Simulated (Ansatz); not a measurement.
# AgCl: a single-point run

Aim: a sound single-point run of AgCl. The structure is shown as the input types it.

Program: Ansatz 0.2.0. Level of theory: density functional or hybrid calculation with the settings of its input, plane waves (as first typed). These are calculated values, not measurements.

4 further runs of the same task are left out: 4 that didn't finish.

## Step 1: The structure to begin with

Symmetry: Fm-3m, No. 225, cubic system. Conventional cell: a = 5.546 Å, b = 5.546 Å, c = 5.546 Å, α = 90.00°, β = 90.00°, γ = 90.00°. Ag (site symmetry m-3m) is surrounded by 6 Cl at 2.77 Å. Around Cl (site symmetry m-3m) lie 6 Ag at 2.77 Å.

Structure file:

```
Ag Cl
1.0
     0.00000    2.77318    2.77318
     2.77318    0.00000    2.77318
     2.77318    2.77318    0.00000
Ag Cl
1 1
Cartesian
  0.0000 0.0000 0.0000
  2.7732 2.7732 2.7732
```

## Step 2: The run

input.yaml

```yaml
crystal:
  lattice:
    - [0.0, 2.7731838126, 2.7731838126]
    - [2.7731838126, 0.0, 2.7731838126]
    - [2.7731838126, 2.7731838126, 0.0]
  atoms:
    - { symbol: Ag, position: [0.0, 0.0, 0.0] }
    - { symbol: Cl, position: [0.5, 0.5, 0.5] }
kpoints:
  mp_grid: { grid: [4, 4, 4] }
hamiltonian:
  xc: hse06
scf:
  occupations: { method: gaussian, width: 1.5 }
  n_extra_bands: 4
output:
  forces: true
  stress: true
  eigenvalues: true
```

The run is started by

```console
ansatz run input.yaml --threads 4 --pin off --max-ram 3686MiB --backend cpu --events-out ev --progress --plain --runs-dir out
```

What happens when this is run?

The program finished normally, with warnings (stress exchange threshold loose, stress scf threshold loose). Its log warns: «output.stress: scf.convergence.dr2_threshold = 1e-7 eV (the SCF's general default) is looser than the 2e-10 eV advised for a printed stress (1e-10 eV for each atom of the ...»

The suspect setting: scf.occupations.method is gaussian; scf.occupations.width is 1.5. A smearing this wide moves electrons out of filled levels into empty ones.

Run again and compare: delete scf.occupations.width (the default then holds) and set scf.occupations.method to fixed.
